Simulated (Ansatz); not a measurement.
**PbSe: the band gap up the ladder of functionals**

One table from this session's results is given with a row withheld; the runs are named, their logs left out.

The runs shown are made with Ansatz 0.2.0. PAW datasets, plane waves. These are computed values for a spin-unpolarised cell that may be hypothetical; none is a measurement.

**The structure to begin with**

The cell was relaxed beforehand with r2SCAN.

The symmetry is F-43m (No. 216, cubic); a = 6.846 Å in the conventional setting, 40.11 Å³ an atom. Pb has 4 Se at 2.96 Å; Se has 4 Pb at 2.96 Å.

As a file:

```xyz
2
Lattice="0.0000 3.4232 3.4232 3.4232 0.0000 3.4232 3.4232 3.4232 0.0000" Properties=species:S:1:pos:R:3 pbc="T T T"
Pb    0.0000    0.0000    0.0000
Se    1.7116    1.7116    1.7116
```

Set-up of the first run:

Input file input.yaml:

```yaml
crystal:
  lattice:
    - [0.0, 3.4232041378, 3.4232041378]
    - [3.4232041378, 0.0, 3.4232041378]
    - [3.4232041378, 3.4232041378, 0.0]
  atoms:
    - { symbol: Pb, position: [0.0, 0.0, 0.0] }
    - { symbol: Se, position: [0.25, 0.25, 0.25] }
kpoints:
  mp_grid: { grid: [6, 6, 6] }
  band_path:
    path:
      - [[0.0, 0.0, 0.0], [-0.5, -0.5, 3.024357762775e-17], [-0.375, -0.375, 0.25]]
      - [[-0.375, -3.347652258069e-17, 0.375], [0.0, 0.0, 0.0], [-7.951820287732e-17, -8.839209955905e-18, 0.5], [-0.5, -0.25, 0.25], [-0.5, -0.5, 3.024357762775e-17]]
    npoints: 10
hamiltonian:
  xc: pbe
scf:
  occupations: { method: fermi_dirac, width: 0.02 }
  n_extra_bands: 4
output:
  forces: true
  stress: true
  eigenvalues: true
```

Launch:

```
> ansatz run input.yaml --threads 2 --pin off --max-ram 2211MiB --backend cpu --events-out ev --progress --plain --runs-dir out
```

Among the steps run: Band structure with PBE; Single point with r2SCAN; HSE06 at the same geometry; Single point with PBE+SOC; PBE0; LDA; Quasiparticle levels, G0W0@PBE; G0W0 on PBE; Single point with DDH-PBE0; HSE06+SOC at the same geometry; r2SCANh; Hartree-Fock.

One table of the session follows, with a row left open; its other results are not shown here.

```
                     level  gap (eV)
                       PBE      0.62
                    r2SCAN      0.79
                     HSE06      1.06
                   PBE+SOC      0.45
                      PBE0      1.68
                       LDA      0.46
G0W0@PBE (239 empty bands)      1.02
G0W0@PBE (594 empty bands)      1.15
                  DDH-PBE0      1.14
                 HSE06+SOC      0.83
                   r2SCANh         ?
              Hartree-Fock      5.32
```

**Question.** Estimate the row for r2SCANh.

As computed: gap (eV): 1.18. In the column «gap (eV)» it lies between G0W0@PBE (594 empty bands) (1.15) and PBE0 (1.68).

Meshes: PBE 6×6×6, r2SCAN 6×6×6, HSE06 4×4×4, PBE+SOC 6×6×6, PBE0 4×4×4, LDA 6×6×6, DDH-PBE0 4×4×4, HSE06+SOC 4×4×4, r2SCANh 4×4×4, Hartree-Fock 4×4×4

Against G0W0@PBE, PBE is short by 0.53 eV, at 54 % of it, and r2SCAN 69 %. PBE0 lies 0.62 eV above HSE06, which differs from it by screening the long-range exchange. Hartree-Fock lies above G0W0@PBE by 4.2 eV. The G0W0 figures hold for the stated bands, cutoff and mesh and aren't extrapolated.

To keep in mind: Warnings in the runs' records: stress scf threshold loose, stress exchange threshold loose.
